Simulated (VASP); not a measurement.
# Sn (I4_1/amd) in VASP: settings compared

Aim: see how the results for Sn move with the level of theory and the settings. Levels: PBEsol, r2SCAN. Tasks: single point.

Everything below comes from runs of VASP 6.6.1. Logs are shortened: lines on timing, memory, paths and dates and some standing lists are left out, and cuts for length are marked.

## 1. The crystal as given

Symmetry: I4_1/amd, No. 141, tetragonal system. The conventional cell has a = 5.839 Å, b = 5.839 Å, c = 3.152 Å, α = 90.00°, β = 90.00°, γ = 90.00°. Sn (site symmetry -4m2) is surrounded by 6 Sn at 3.02 to 3.15 Å.

## 2. Single point, PBEsol

File INCAR:

```
SYSTEM = Sn
ALGO = Fast ; EDIFF = 1E-7
ENCUT = 900 ; GGA = PS
ISIF = 2 ; ISMEAR = 0
LASPH = .True. ; LCHARG = .True.
LELF = .True. ; LREAL = .False.
LVHAR = .True. ; LWAVE = .False.
NELM = 100 ; PREC = Accurate
SIGMA = 0.1
```

File KPOINTS:

```
k-points
0
Gamma
  16 16 16
  0 0 0
```

File POSCAR:

```
Sn
1.0
   -2.9193500000      2.9193500000      1.5757600000
    2.9193500000     -2.9193500000      1.5757600000
    2.9193500000      2.9193500000     -1.5757600000
Sn
2
Direct
    1.0000000000      1.0000000000      1.0000000000
    0.7500000000      0.2500000000      0.5000000000
```

Potentials or basis: VASP PAW PBE potentials, release 64 (Sn_d).

Started as:

```sh
$ cat potpaw_PBE.64/Sn_d/POTCAR > POTCAR
$ mpirun -np 1 vasp_std > vasp.out
```

OUTCAR:

```text
SYSTEM = Sn
   EDIFF = 1E-7
   ENCUT = 900
   GGA = PS
   ISIF = 2
   ISMEAR = 0
   LASPH = .True.
   LREAL = .False.
   NELM = 100
   PREC = Accurate

 ion  position               nearest neighbor table
   1  0.000  0.000  0.000-   2 3.02   2 3.02   2 3.02   2 3.02   2 3.76   2 3.76   2 3.76   2 3.76

   2  0.750  0.250  0.500-   1 3.02   1 3.02   1 3.02   1 3.02   1 3.76   1 3.76   1 3.76   1 3.76

  LATTYP: Found a body centered tetragonal cell.
 ALAT       =     5.8387000000
 C/A-ratio  =     0.5397639886

  Lattice vectors:

 A1 = (  -2.9193500000,   2.9193500000,   1.5757600000)
 A2 = (   2.9193500000,  -2.9193500000,   1.5757600000)
 A3 = (   2.9193500000,   2.9193500000,  -1.5757600000)

Analysis of symmetry for initial positions (statically):
=====================================================================
 Subroutine PRICEL returns:
 Original cell was already a primitive cell.

 Routine SETGRP: Setting up the symmetry group for a
 body centered tetragonal supercell.

 Subroutine GETGRP returns: Found 16 space group operations
 (whereof  8 operations were pure point group operations)
 out of a pool of 16 trial point group operations.

The static configuration has the point symmetry D_2d.
 The point group associated with its full space group is D_4h.

Analysis of symmetry for dynamics (positions and initial velocities):
=====================================================================
 Subroutine PRICEL returns:
 Original cell was already a primitive cell.

 Routine SETGRP: Setting up the symmetry group for a
 body centered tetragonal supercell.

 Subroutine GETGRP returns: Found 16 space group operations
 (whereof  8 operations were pure point group operations)
 out of a pool of 16 trial point group operations.

The dynamic configuration has the point symmetry D_2d.
 The point group associated with its full space group is D_4h.

 Subroutine INISYM returns: Found 16 space group operations
 (whereof  8 operations are pure point group operations),
 and found     1 'primitive' translations

----------------------------------------------------------------------------------------

                                     Primitive cell

  volume of cell :      53.7183

  direct lattice vectors                    reciprocal lattice vectors
    -2.919350000  2.919350000  1.575760000     0.000000000  0.171271002  0.317307204
     2.919350000 -2.919350000  1.575760000     0.171271002  0.000000000  0.317307204
     2.919350000  2.919350000 -1.575760000     0.171271002  0.171271002  0.000000000

  length of vectors
     4.419075517  4.419075517  4.419075517     0.360579558  0.360579558  0.242213774

  position of ions in fractional coordinates (direct lattice)
     0.000000000  0.000000000  0.000000000
     0.750000000  0.250000000  0.500000000

  ion indices of the primitive-cell ions
   primitive index   ion index
                 1           1
                 2           2

----------------------------------------------------------------------------------------

 KPOINTS: k-points

Automatic generation of k-mesh.
 Grid dimensions read from file:
 generate k-points for:   16   16   16

 Generating k-lattice:

  Cartesian coordinates                     Fractional coordinates (reciprocal lattice)
     0.000000000  0.010704438  0.019831700     0.062500000  0.000000000  0.000000000
     0.010704438  0.000000000  0.019831700     0.000000000  0.062500000  0.000000000
     0.010704438  0.010704438  0.000000000     0.000000000  0.000000000  0.062500000

  Length of vectors
     0.022536222  0.022536222  0.015138361

  Shift w.r.t. Gamma in fractional coordinates (k-lattice)
     0.000000000  0.000000000  0.000000000

 Subroutine IBZKPT returns following result:
 ===========================================

 Found    349 irreducible k-points:

 Following reciprocal coordinates:
            Coordinates               Weight
  0.000000  0.000000  0.000000      1.000000
  0.062500  0.000000  0.000000      8.000000
  0.125000  0.000000  0.000000      8.000000
  0.187500  0.000000  0.000000      8.000000
  0.250000  0.000000  0.000000      8.000000
  0.312500  0.000000  0.000000      8.000000
[... 16 lines left out ...]
 -0.125000  0.062500  0.000000     16.000000
 -0.062500  0.062500  0.000000      4.000000
 [... further k-points ...]
   k-points           NKPTS =    349   k-points in BZ     NKDIM =    349   number of bands    NBANDS=     18
   number of dos      NEDOS =    301   number of ions     NIONS =      2
   total plane-waves  NPLWV = 110592
   dimension x,y,z NGX =    48 NGY =   48 NGZ =   48
   dimension x,y,z NGXF=    96 NGYF=   96 NGZF=   96
   ions per type =               2
   NGX,Y,Z   is equivalent  to a cutoff of  18.06, 18.06, 18.06 a.u.
   NGXF,Y,Z  is equivalent  to a cutoff of  36.12, 36.12, 36.12 a.u.
 SYSTEM =  Sn
   PREC   = accura    normal or accurate (medium, high low for compatibility)
   ISTART =      0    job   : 0-new  1-cont  2-samecut
   ICHARG =      2    charge: 1-file 2-atom 10-const
   ISPIN  =      1    spin polarized calculation?
   LNONCOLLINEAR =      F non collinear calculations
   LSORBIT =      F    spin-orbit coupling
   LASPH  =      T    aspherical Exc in radial PAW
   ENCUT  =  900.0 eV  66.15 Ry    8.13 a.u.  10.81 10.81 10.81*2*pi/ulx,y,z
   NELM   =    100;   NELMIN=  2; NELMDL= -5     # of ELM steps
   EDIFF  = 0.1E-06   stopping-criterion for ELM
   LREAL  =      F    real-space projection
   EDIFFG = 0.1E-05   stopping-criterion for IOM
   NSW    =      0    number of steps for IOM
   IBRION =     -1    ionic relax: 0-MD 1-quasi-New 2-CG
   NFREE  =      0    steps in history (QN), initial steepest desc. (CG)
   ISIF   =      2    stress and relaxation
   ISYM   =      2    0-nonsym 1-usesym 2-fastsym
   POTIM  = 0.5000    time-step for ionic-motion
   TEBEG  =    0.0;   TEEND  =   0.0 temperature during run
   PSTRESS=    0.0 pullay stress
   NELECT =      28.0000    total number of electrons
   NUPDOWN=      -1.0000    fix difference up-down
   EMIN   =  10.00;   EMAX   =-10.00  energy-range for DOS
   EFERMI =   0.00;   METHOD = LEGACY
   ISMEAR =     0;   SIGMA  =   0.10  broadening in eV -4-tet -1-fermi 0-gaus
   EFERMI_NEDOS =   21; number of points for ismear=-14 and -15
   IALGO  =     68    algorithm
   IMIX   =      4    mixing-type and parameters
     AMIX     =   0.40;   BMIX     =  1.00
     AMIX_MAG =   1.60;   BMIX_MAG =  1.00
  volume/ion in A,a.u.               =      26.86       181.25
  Fermi-wavevector in a.u.,A,eV,Ry     =   1.317508  2.489730 23.617377  1.735828
  Thomas-Fermi vector in A             =   2.447544
   LORBIT       =      0    0 simple, 1 ext, 2 COOP (PROOUT), +10 PAW based schemes
   GGA     = PS    functional components
   LHFCALC =     F    Hartree Fock is set to
   AEXX    =    0.0000 exact exchange contribution
   IVDW    =     0    specifies the selected vdW correction
   LEPSILON=     F    determine dielectric tensor
   LRPA    =     F    only Hartree local field effects (RPA)
 non-spin polarized calculation
 RMM-DIIS sequential band-by-band and
 Gauss-broadening in eV      SIGMA  =   0.10
  energy-cutoff  :      900.00
  volume of cell :       53.72
 maximum number of plane-waves:      3316
 NGX is ok and might be reduce to    48
   NGX = 21   NGY = 21   NGZ = 21

 number of electron      28.0000002 magnetization

 Free energy of the ion-electron system (eV)
  ---------------------------------------------------
  ext. energy  EPLUGINS =         0.00000000
  ---------------------------------------------------
  free energy    TOTEN  =        -8.52580958 eV

  energy without entropy =       -8.52121792  energy(sigma->0) =       -8.52351375

 E-fermi :   7.9462     XC(G=0): -10.5000

 val. band max:        7.9420317666   @ k =   0.1875   0.0625   0.0000
 cond. band min:       7.9693193652   @ k =   0.4375   0.3750  -0.0000
 fundamental gap:      0.0272875986
 Fermi energy:         7.9461942186

 k-point     1 :       0.0000    0.0000    0.0000
  band No.  band energies     occupation
      1     -13.6201      2.00000
      2     -13.5424      2.00000
      3     -13.4913      2.00000
      4     -13.4870      2.00000
      5     -13.3193      2.00000
      6     -13.3193      2.00000
[... 10 lines left out ...]
     17      14.1278      0.00000
     18      15.0005      0.00000

 k-point     2 :       0.0625    0.0000    0.0000
  band No.  band energies     occupation
      1     -13.6176      2.00000
      2     -13.5336      2.00000
      3     -13.4883      2.00000
      4     -13.4765      2.00000
      5     -13.3261      2.00000
      6     -13.3255      2.00000
[... 10 lines left out ...]
     17      14.1509      0.00000
     18      14.3802      0.00000

 k-point     3 :       0.1250    0.0000    0.0000
  band No.  band energies     occupation
      1     -13.6099      2.00000
      2     -13.5090      2.00000
      3     -13.4798      2.00000
      4     -13.4487      2.00000
      5     -13.3416      2.00000
      6     -13.3359      2.00000
[... 10 lines left out ...]
     17      12.9192      0.00000
     18      13.5136      0.00000

 k-point     4 :       0.1875    0.0000    0.0000
  band No.  band energies     occupation
      1     -13.5975      2.00000
      2     -13.4754      2.00000
      3     -13.4669      2.00000
      4     -13.4160      2.00000
      5     -13.3614      2.00000
      6     -13.3391      2.00000
[... 10 lines left out ...]
     17      11.9541      0.00000
     18      12.8285      0.00000

 k-point     5 :       0.2500    0.0000    0.0000
  band No.  band energies     occupation
      1     -13.5824      2.00000
      2     -13.4526      2.00000
      3     -13.4457      2.00000
      4     -13.4024      2.00000
      5     -13.3815      2.00000
      6     -13.3376      2.00000
[... 10 lines left out ...]
     17      12.2425      0.00000
     18      12.3593      0.00000

 k-point     6 :       0.3125    0.0000    0.0000
  band No.  band energies     occupation
      1     -13.5678      2.00000
      2     -13.4429      2.00000
      3     -13.4314      2.00000
      4     -13.4139      2.00000
      5     -13.3946      2.00000
      6     -13.3518      2.00000
[... 10 lines left out ...]
     17      11.6906      0.00000
     18      11.8220      0.00000

 k-point     7 :       0.3750    0.0000    0.0000
  band No.  band energies     occupation
      1     -13.5555      2.00000
      2     -13.4455      2.00000
      3     -13.4414      2.00000
      4     -13.4191      2.00000
      5     -13.3925      2.00000
      6     -13.3642      2.00000
[... 10 lines left out ...]
     17      10.9313      0.00000
     18      11.8460      0.00000

 k-point     8 :       0.4375    0.0000   -0.0000
  band No.  band energies     occupation
      1     -13.5462      2.00000
      2     -13.4614      2.00000
      3     -13.4528      2.00000
      4     -13.4137      2.00000
      5     -13.3838      2.00000
      6     -13.3727      2.00000
[... 10 lines left out ...]
     17      10.8320      0.00000
     18      12.4107      0.00000
[... 229 lines left out ...]
     17      11.2961      0.00000
     18      11.9378      0.00000

 k-point    20 :      -0.3125    0.0625    0.0000
  band No.  band energies     occupation
      1     -13.5714      2.00000
      2     -13.4511      2.00000
      3     -13.4436      2.00000
      4     -13.4178      2.00000
      5     -13.3762      2.00000
      6     -13.3425      2.00000
[... 10 lines left out ...]
     17      11.6095      0.00000
     18      12.6791      0.00000

 k-point    21 :      -0.2500    0.0625    0.0000
  band No.  band energies     occupation
      1     -13.5867      2.00000
      2     -13.4791      2.00000
      3     -13.4580      2.00000
      4     -13.4284      2.00000
      5     -13.3589      2.00000
      6     -13.3327      2.00000
[... 10 lines left out ...]
     17      12.2219      0.00000
     18      12.4886      0.00000

 k-point    22 :      -0.1875    0.0625    0.0000
  band No.  band energies     occupation
      1     -13.6007      2.00000
      2     -13.5111      2.00000
      3     -13.4721      2.00000
      4     -13.4562      2.00000
      5     -13.3410      2.00000
      6     -13.3294      2.00000
[... 10 lines left out ...]
     17      12.7567      0.00000
     18      13.1262      0.00000

 k-point    23 :      -0.1250    0.0625    0.0000
  band No.  band energies     occupation
      1     -13.6110      2.00000
      2     -13.5347      2.00000
      3     -13.4830      2.00000
      4     -13.4806      2.00000
      5     -13.3274      2.00000
      6     -13.3218      2.00000
[... 10 lines left out ...]
     17      13.8823      0.00000
     18      14.1960      0.00000

 k-point    24 :      -0.0625    0.0625    0.0000
  band No.  band energies     occupation
      1     -13.6167      2.00000
      2     -13.5429      2.00000
      3     -13.4891      2.00000
      4     -13.4884      2.00000
      5     -13.3209      2.00000
      6     -13.3176      2.00000
[... 10 lines left out ...]
     17      13.9127      0.00000
     18      15.0450      0.00000

 [... further k-points ...]

------------------------ aborting loop because EDIFF is reached ----------------------------------------

  FORCE on cell =-STRESS in cart. coord.  units (eV):
  Direction    XX          YY          ZZ          XY          YZ          ZX
  --------------------------------------------------------------------------------------
  -------------------------------------------------------------------------------------
  Total        0.0166492      0.0166492      0.0091662      0.0000000      0.0000000      0.0000000
  in kB        0.4965713      0.4965713      0.2733856      0.0000000      0.0000000      0.0000000
  external PRESSURE =       0.4221761 kB  Pullay stress =       0.0000000 kB

 VOLUME and BASIS-vectors are now :
 -----------------------------------------------------------------------------
  energy-cutoff  :      900.00
  volume of cell :       53.72
      direct lattice vectors                 reciprocal lattice vectors
    -2.919350000  2.919350000  1.575760000     0.000000000  0.171271002  0.317307204
     2.919350000 -2.919350000  1.575760000     0.171271002  0.000000000  0.317307204
     2.919350000  2.919350000 -1.575760000     0.171271002  0.171271002  0.000000000

 POSITION                                       TOTAL-FORCE (eV/Angst)
 -----------------------------------------------------------------------------------
      0.00000      0.00000      0.00000        -0.000000      0.000000      0.000000
     -0.00000      2.91935      0.78788         0.000000     -0.000000     -0.000000
 -----------------------------------------------------------------------------------
    total drift:                                0.000000     -0.000000      0.000000

  FREE ENERGIE OF THE ION-ELECTRON SYSTEM (eV)
  ---------------------------------------------------
  free  energy   TOTEN  =        -8.5258095815 eV

  energy  without entropy=       -8.5212179176  energy(sigma->0) =       -8.52351375
```

It took 19 min on 1 thread of Intel Xeon Platinum 8488C (Sapphire Rapids), shared host; peak memory 0.81 GiB.

What came out:

| Quantity | Value |
| --- | --- |
| Free energy | -8.5258 eV |
| Pressure | 0.0 GPa |
| Band gap on the k mesh | none (metal or under the smearing width) |

Levels at points of the mesh, in eV from the Fermi level:
```csv
k point,band 11,band 12,band 13,band 14,band 15,band 16,band 17,band 18
"(0.00, 0.00, 0.00)",-11.23,-3.73,-2.05,-2.05,2.90,6.18,6.18,7.05
"(0.50, 0.00, 0.00)",-6.90,-5.42,-2.34,-1.77,-1.13,2.23,2.85,4.70
"(0.50, 0.50, 0.00)",-8.99,-8.99,0.54,0.54,1.50,1.50,6.19,6.19
"(0.50, 0.50, 0.50)",-7.64,-7.64,-4.89,-4.89,5.23,5.23,9.34,9.34
```

Caveat: the PAW data sets were made with another functional, which shifts forces and pressure a little.

## 3. Single point, r2SCAN

File INCAR:

```
SYSTEM = Sn
ALGO = Normal ; EDIFF = 1E-7
ENCUT = 520 ; ISIF = 2
ISMEAR = 0 ; LASPH = .True.
LCHARG = .True. ; LELF = .True.
LMIXTAU = .True. ; LREAL = .False.
LVHAR = .True. ; LWAVE = .False.
METAGGA = R2SCAN ; NELM = 100
PREC = Accurate ; SIGMA = 0.1
```

KPOINTS is that of step 2.

POSCAR is that of step 2.

Potentials or basis: VASP PAW PBE potentials, release 64 (Sn_d).

Started as:

```sh
$ cat potpaw_PBE.64/Sn_d/POTCAR > POTCAR
$ mpirun -np 1 vasp_std > vasp.out
```

Run time: 23 min. Hardware: 1 thread of Intel Xeon Platinum 8488C (Sapphire Rapids), shared host; peak memory 0.42 GiB.

It converged, with:

- Free energy: -49.2424 eV
- Pressure: 1.5 GPa
- Band gap on the k mesh: none (metal or under the smearing width)

Stress tensor (GPa, compression positive):
```
1.46 0.00 0.00
0.00 1.46 0.00
0.00 0.00 1.58
```

Levels at points of the mesh, in eV from the Fermi level:
| k point | band 11 | band 12 | band 13 | band 14 | band 15 | band 16 | band 17 | band 18 |
| --- | --- | --- | --- | --- | --- | --- | --- | --- |
| (0.00, 0.00, 0.00) | -11.76 | -3.73 | -2.24 | -2.24 | 3.29 | 6.52 | 6.52 | 7.44 |
| (0.50, 0.00, 0.00) | -7.17 | -5.64 | -2.34 | -1.95 | -1.26 | 2.51 | 3.04 | 4.99 |
| (0.50, 0.50, 0.00) | -9.40 | -9.40 | 0.49 | 0.49 | 1.74 | 1.74 | 6.61 | 6.61 |
| (0.50, 0.50, 0.50) | -7.96 | -7.96 | -5.12 | -5.12 | 5.55 | 5.55 | 9.91 | 9.91 |

Caveat: the PAW data sets were made with another functional, which shifts forces and pressure a little.
